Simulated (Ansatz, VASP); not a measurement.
# CdS (Hawleyite), level by level in two programs

```xyz
2
Lattice="0.0000 2.9549 2.9549 2.9549 0.0000 2.9549 2.9549 2.9549 0.0000" Properties=species:S:1:pos:R:3 pbc="T T T"
Cd    0.0000    0.0000    0.0000
S     4.4323    4.4323    4.4323
```

Single points on this cell with VASP 6.6.1 and Ansatz 0.2.0. Each row is one pair of runs. Alike in all rows: spin: off; k mesh: 8 × 8 × 8; smearing: fermi-dirac, width 0.05 eV; VASP's potentials, cutoff: VASP PAW PBE potentials, release 64 (Cd, S), 520 eV.

```tsv
level	Ansatz's potentials, cutoff	gap on the k mesh at the Fermi level (eV), VASP	gap on the k mesh at the Fermi level (eV), Ansatz	least direct gap on the mesh (eV), VASP	least direct gap on the mesh (eV), Ansatz	pressure (GPa), VASP	pressure (GPa), Ansatz
PBEsol	Ansatz PAW, 420 eV	0.93	0.92	0.93	0.92	-2.1	-2.4
RPBE	Ansatz PAW, 420 eV	1.25	1.25	1.25	1.25	2.9	2.6
revPBE+D3(BJ)	Ansatz PAW, 420 eV	1.20	1.20	1.20	1.20	-1.8	-2.1
BLYP+D4	Ansatz PAW, 420 eV	?	1.00	?	1.00	?	-0.6
r2SCAN	Ansatz PAW, 500 eV	1.50	1.51	1.50	1.51	-0.7	-0.9
```

Question: Fill in what VASP gave in row 4.

Answer: gap on the k mesh at the Fermi level (eV): 1.02; least direct gap on the mesh (eV): 1.02; pressure (GPa): -0.2.

Caveats: the PAW data sets were made with another functional, which shifts forces and pressure a little (VASP); the PAW data sets come from PBE, with cores solved anew for the run's functional, which leaves a small shift of forces and pressure (Ansatz).
